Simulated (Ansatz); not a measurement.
Consider CdS in the zinc blende structure (space group F-43m, No. 216; a = 5.8248 Å).

Modification: full substitution S → Ru, then cell and atoms are relaxed.

Levels (all Ansatz, a quantum-chemistry and plane-wave program, PAW, earlier PAW set): PBEsol (420 eV, spin-orbit coupling left out); r2SCAN (500 eV, no SOC).

The geometry is relaxed with PBEsol.

| Property | Result |
|---|---|
| PBEsol pressure | 0.0 GPa |

Problem. What does r2SCAN give at this geometry for the pressure?

Solution. The pressure goes from zero to 1.5 GPa.

Single points use the geometry relaxed with PBEsol. Their cutoffs differ, which shifts pressures a little. Whether these cells are dynamically stable was not tested. As relaxed here, CdRu is a hypothetical phase, not in the database extracts checked. The final runs are not spin-polarised. CdRu has a high density of states at the Fermi level and may be magnetic at this level.
